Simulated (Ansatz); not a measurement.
# InGaN2: the cost of one run

Computed with Ansatz 0.2.0 (DFT PBE, scalar-relativistic, plane waves, PAW, unless a step's input says otherwise).

**1. Starting point**

The structure is tetragonal, space group P4/mmm (No. 123). The conventional cell has a = 3.519 Å, b = 3.519 Å, c = 5.329 Å, α = 90.00°, β = 90.00°, γ = 90.00°. In (site symmetry 4/mmm) is surrounded by 2 N at 2.02 Å. Ga (site symmetry 4/mmm) is surrounded by 4 In at 2.49 Å. N (site symmetry 4mm) is surrounded by 1 N at 1.29 Å and 1 In at 2.02 Å.

Structure file:

```xyz
4
Lattice="3.5190 0.0000 0.0000 0.0000 3.5190 0.0000 0.0000 0.0000 5.3289" Properties=species:S:1:pos:R:3 pbc="T T T"
In    0.0000    0.0000    2.6644
Ga    1.7595    1.7595    2.6644
N     0.0000    0.0000    0.6438
N     0.0000    0.0000    4.6851
```

Recipe of the guess: random cell by space group and Wyckoff sites (P4/mmm, No. 123). Its size is a rough estimate.

**2. A first look at the guess**

input.yaml

```yaml
crystal:
  lattice:
    - [3.51898456, 0.0, 0.0]
    - [0.0, 3.51898456, 0.0]
    - [0.0, 0.0, 5.32889988]
  atoms:
    - { symbol: In, position: [0.0, 0.0, 0.5] }
    - { symbol: Ga, position: [0.5, 0.5, 0.5] }
    - { symbol: "N", position: [0.0, 0.0, 0.12081372] }
    - { symbol: "N", position: [0.0, 0.0, 0.87918628] }
basis:
  ecutwfc: 420
kpoints:
  mp_grid: { grid: [6, 6, 4] }
hamiltonian:
  xc: pbe
scf:
  occupations: { method: gaussian, width: 0.1 }
  lower_state_search: "off"
output:
  forces: true
  stress: true
  eigenvalues: true
```

The run is started by

```bash
$ ansatz run input.yaml --threads 1 --pin off --max-ram 2560MiB --backend cpu --events-out ev --progress --plain --runs-dir out
```

What time and memory should one allow on 1 thread of Intel Xeon at 2.50GHz (Skylake/Cascade Lake), shared host?

About 5.9 s, with a peak of 0.38 GiB.
